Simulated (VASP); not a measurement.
Wanted: the native input for a VASP 6.6.1 run.

```yaml
Task: relaxation of cell and atoms
Functional: PBE
Dispersion: D3(BJ)
Potentials_or_basis: VASP PAW PBE potentials, release 64 (Bi_d, Te)
Cutoff: 600 eV
k_mesh: 7 × 7 × 7
Occupations: gaussian, width 0.03 eV
Spin: no spin polarisation
Further_INCAR_settings: ALGO = Normal; EDIFF = 1e-07; IBRION = 2; EDIFFG = -0.005; NSW = 90; ISIF = 3
```

The structure of Bi2Te3 (Tellurobismuthite) lies in POSCAR:

```
Bi2Te3                                  
1.0
    2.1936658222      1.2665135529     10.0954916190
   -2.1936658222      1.2665135529     10.0954916190
    0.0000000000     -2.5330271060     10.0954916190
  Bi              Te            
     2     3
Direct
     0.4001047861425223    0.4001047861425223    0.4001047861425223
     0.5998952138574775    0.5998952138574775    0.5998952138574775
     0.0000000000000000    0.0000000000000000    0.0000000000000000
     0.2093171252892217    0.2093171252892217    0.2093171252892217
     0.7906828747107782    0.7906828747107782    0.7906828747107782
```

One way to write it, as run:

INCAR

```
ALGO     = Normal         # electronic algorithm
EDIFF    = 1E-7           # SCF threshold, eV
EDIFFG   = -0.005         # ionic threshold
ENCUT    = 600            # plane-wave cutoff, eV
GGA      = PE             # functional
IBRION   = 2              # ionic algorithm
ISIF     = 3              # what is computed and relaxed
ISMEAR   = 0              # smearing method
IVDW     = 12             # dispersion correction
LASPH    = T              # aspherical terms in the spheres
LCHARG   = F              # write CHGCAR
LREAL    = F              # projectors in reciprocal space
LWAVE    = F              # write WAVECAR
NELM     = 80             # most SCF steps
NSW      = 90             # ionic steps
PREC     = Accurate       # precision mode
SIGMA    = 0.03           # smearing width, eV
```

KPOINTS

```
k-points
0
Gamma
  7 7 7
```

Potentials or basis: VASP PAW PBE potentials, release 64 (Bi_d, Te).

Launch:

```sh
$ cat potpaw_PBE.64/Bi_d/POTCAR potpaw_PBE.64/Te/POTCAR > POTCAR
$ mpirun -np 1 vasp_std > vasp.out
```

Results of the run:

* Relaxed volume: 33.63 Å³/atom
* Relaxed cell: a = 10.405 Å, b = 10.405 Å, c = 10.405 Å, α = 24.34°, β = 24.34°, γ = 24.34°
* Space group after relaxing (to 0.05 Å): R-3m (No. 166)
* Energy gained by relaxing: 0.0 meV/atom
* Ionic steps: 6
* Pressure after relaxing: 0.0 GPa
* Largest force after relaxing: 0.004 eV/Å
* Band gap on the k mesh: 0.25 eV, direct
* Dispersion energy per atom: -0.451 eV

Caveat: spin-orbit coupling is left out, which as a rule narrows the gap of such compounds by several tenths of an eV; an odd mesh through Γ misses points on the zone boundary, where band edges often lie.

Run time: 57 min on 1 thread of AMD EPYC 9R45 96-Core Processor (Zen 5), with other jobs on the host, peak memory 1.2 GiB.
